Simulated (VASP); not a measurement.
Computed with PBEsol GGA, VASP's PBE PAW potentials (set 64) (plane waves; VASP 6.6.1).

The input files of a VASP run:

KPOINTS:
```
Automatic mesh
0
Gamma
13 13 13
0 0 0
```

**POSCAR**
```
AlSb
1
    0.0000000000     3.0842084677     3.0842084677
    3.0842084677     0.0000000000     3.0842084677
    3.0842084677     3.0842084677     0.0000000000
Al Sb
1 1
Direct
  0.0000000000   0.0000000000   0.0000000000
  0.2500000000   0.2500000000   0.2500000000
```

INCAR:
```
LCHARG = .FALSE.
ALGO = Normal   # blocked Davidson
LASPH = .TRUE.
GGA = PS
LREAL = .FALSE.
LOPTICS = .TRUE.
CSHIFT = 0.1
SYSTEM = AlSb
NBANDS = 24
EDIFF = 1E-7   # SCF stop (eV)
LWAVE = .FALSE.
ENCUT = 400   # plane-wave cut-off (eV)
NEDOS = 1001   # DOS grid
NELM = 100
LMAXMIX = 4   # l cut-off of mixed one-centre charges
ISMEAR = 0
SIGMA = 0.01
PREC = Accurate
```

POTCAR, in this order: Al Sb (PBE.64 set). Program: vasp_std.

Output

### OSZICAR
```
       N       E                     dE             d eps       ncg     rms          rms(c)
DAV:   1     0.125489996979E+02    0.12549E+02   -0.19067E+03  4032   0.188E+02
DAV:   2    -0.825367101911E+01   -0.20803E+02   -0.19966E+02  5096   0.501E+01
DAV:   3    -0.898518280666E+01   -0.73151E+00   -0.72819E+00  5136   0.823E+00
DAV:   4    -0.899232901008E+01   -0.71462E-02   -0.71456E-02  4752   0.955E-01
DAV:   5    -0.899245352531E+01   -0.12452E-03   -0.12451E-03  5240   0.122E-01    0.333E+00
DAV:   6    -0.890229100397E+01    0.90163E-01   -0.61514E-02  4928   0.501E-01    0.202E+00
DAV:   7    -0.886947144241E+01    0.32820E-01   -0.62823E-02  5048   0.556E-01    0.390E-01
DAV:   8    -0.886943598507E+01    0.35457E-04   -0.50855E-03  4536   0.184E-01    0.180E-01
DAV:   9    -0.886959635408E+01   -0.16037E-03   -0.26898E-04  5232   0.466E-02    0.459E-02
DAV:  10    -0.886960714423E+01   -0.10790E-04   -0.24911E-05  4600   0.124E-02    0.280E-02
DAV:  11    -0.886961230676E+01   -0.51625E-05   -0.51680E-06  5016   0.672E-03    0.152E-02
DAV:  12    -0.886961199566E+01    0.31109E-06   -0.57180E-07  4736   0.192E-03    0.117E-03
DAV:  13    -0.886961201134E+01   -0.15681E-07   -0.16029E-07  4976   0.107E-03
   1 F= -.88696120E+01 E0= -.88696120E+01  d E =-.277789E-11
 imaginary and real dielectric function
```

File OUTCAR:
```
------------------------ aborting loop because EDIFF is reached ----------------------------------------
  FORCE on cell =-STRESS in cart. coord.  units (eV):
  Direction    XX          YY          ZZ          XY          YZ          ZX
  --------------------------------------------------------------------------------------
  Total        0.0026301      0.0026301      0.0026301      0.0000000      0.0000000      0.0000000
  in kB        0.0718172      0.0718172      0.0718172      0.0000000      0.0000000      0.0000000
  external PRESSURE =       0.0718172 kB  Pullay stress =       0.0000000 kB
  volume of cell :       58.68
      direct lattice vectors                 reciprocal lattice vectors
     0.000000000  3.084208468  3.084208468    -0.162116149  0.162116149  0.162116149
     3.084208468  0.000000000  3.084208468     0.162116149 -0.162116149  0.162116149
     3.084208468  3.084208468  0.000000000     0.162116149  0.162116149 -0.162116149
 POSITION                                       TOTAL-FORCE (eV/Angst)
 -----------------------------------------------------------------------------------
      0.00000      0.00000      0.00000        -0.000000     -0.000000      0.000000
      1.54210      1.54210      1.54210         0.000000      0.000000     -0.000000
 -----------------------------------------------------------------------------------
    total drift:                               -0.000000     -0.000000     -0.000000
  FREE ENERGIE OF THE ION-ELECTRON SYSTEM (eV)
  ---------------------------------------------------
  free  energy   TOTEN  =        -8.8696120113 eV

  energy  without entropy=       -8.8696120113  energy(sigma->0) =       -8.86961201

 plasma frequency squared (from intraband transitions) (eV^2)
  --------------------------------------------------------------------------------------
       0.000      -0.000       0.000
      -0.000       0.000      -0.000
       0.000      -0.000       0.000

 plasma frequency squared (from interband transitions, int dw w eps(2)(w)) (eV^2)
  --------------------------------------------------------------------------------------
     189.644       0.000      -0.000      -0.000      -0.000       0.000
      -0.000       0.000     189.644       0.000       0.000      -0.000
      -0.000      -0.000       0.000       0.000     189.644       0.000
```
(Selected blocks of OUTCAR.)

**OUTCAR**
```
 val. band max:        4.5593353900   @ k =   0.0000   0.0000   0.0000

 cond. band min:       5.6933108171   @ k =   0.4615   0.4615   0.0000


 Fermi energy:         4.5978520991

 k-point     1 :       0.0000    0.0000    0.0000
  band No.  band energies     occupation
      1      -6.1081      2.00000
      2       4.5593      2.00000
      3       4.5593      2.00000
      4       4.5593      2.00000
      5       6.0082      0.00000
      6       7.6492      0.00000
      7       7.6492      0.00000
      8       7.6492      0.00000
      9      10.8786      0.00000
     10      12.2358      0.00000
     11      12.2358      0.00000
     12      13.8763      0.00000
     13      13.8763      0.00000
     14      13.8763      0.00000
     15      16.8259      0.00000
     16      23.8049      0.00000
     17      23.8049      0.00000
     18      23.8049      0.00000
     19      24.6552      0.00000
     20      24.6552      0.00000
     21      25.6631      0.00000
     22      25.6631      0.00000
     23      25.6631      0.00000
     24      26.0636      0.00000

 k-point     2 :       0.0769    0.0000    0.0000
  band No.  band energies     occupation
      1      -6.0541      2.00000
      2       3.8305      2.00000
      3       4.4826      2.00000
      4       4.4826      2.00000
      5       6.4389      0.00000
      6       7.7679      0.00000
      7       7.7679      0.00000
      8       7.8210      0.00000
      9      11.1865      0.00000
     10      11.9311      0.00000
     11      11.9311      0.00000
     12      13.6278      0.00000
     13      14.3855      0.00000
     14      14.3855      0.00000
     15      17.2834      0.00000
     16      22.9496      0.00000
     17      22.9496      0.00000
     18      23.2505      0.00000
     19      24.3613      0.00000
     20      24.3613      0.00000
     21      25.7059      0.00000
     22      26.0001      0.00000
     23      26.0001      0.00000
     24      26.3483      0.00000
...
```

Unless said otherwise, spin-orbit coupling is left out, though it shifts the bands of the heavy elements here.

The compound is AlSb in the zinc blende structure. It was relaxed first.
